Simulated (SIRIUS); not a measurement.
Runs of SIRIUS 7.12.0 on LiF (Griceite). The structure is cubic, space group Fm-3m (No. 225). The conventional cell has a = 4.028 Å, b = 4.028 Å, c = 4.028 Å, α = 90.00°, β = 90.00°, γ = 90.00°. F (site symmetry m-3m) is surrounded by 6 Li at 2.01 Å. Li (site symmetry m-3m) is surrounded by 6 F at 2.01 Å. 

```tsv
task	level	reference energy of the basis	start of the SCF	gap on the mesh (eV)	V0 of scaled cells (Å³/atom)	B0 (GPa)
equation of state	PBEsol	-	-	-	8.01	72
single point	PBE	-0.06 Ha	LDA density	(b)	-	-
equation of state	PBE	-	-	-	8.38	(a)
single point	PBEsol	-0.06 Ha	LDA density	8.91	-	-
```

Alike in all rows: potentials or basis all-electron FP-LAPW, apw+lo standard; no spin polarisation; cell as given; k mesh 11 × 11 × 11; cutoff (eV) 273; smearing fermi-dirac 0.05 eV.

Estimate the missing entries.

(a) 68; (b) 9.08.

Caveats: an odd mesh through Γ misses points on the zone boundary, where band edges often lie (some runs).

Not every run made on this cell is shown here.
